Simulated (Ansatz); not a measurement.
Fluorite SrF2 was calculated with BLYP in Ansatz (PAW).

Run with plane-wave cutoff 520 eV, 10×10×10 k mesh, Fermi–Dirac smearing 0.01 eV, scalar-relativistic PAW data made under PBE.

Computed points:

```tsv
V (Å³/atom)	E − E_lowest (meV/atom)	P (GPa)
16.156	13.50	4.44
16.499	5.77	2.79
16.843	1.39	1.32
17.187	0.00	0.00
17.531	1.29	-1.18
17.874	4.97	-2.23
18.218	10.79	-3.17
```

Problem. Estimate the bulk modulus and its pressure derivative from these points.

Solution. V0 = 17.187 Å³/atom, B0 = 62.3 GPa, B′ = 4.6 (fit to the energies at full precision).

Measured, for comparison: bulk modulus 69 GPa (temperature not stated, no zero-point or thermal correction; as tabulated in On the Morphology of Group II Metal Fluoride Nanocrystals at Finite Temperature …). Computed (rounded) less measured: bulk modulus -10 %.

Cost on a shared machine: around 18 core-seconds (rough).

Ansatz is a first-principles code.
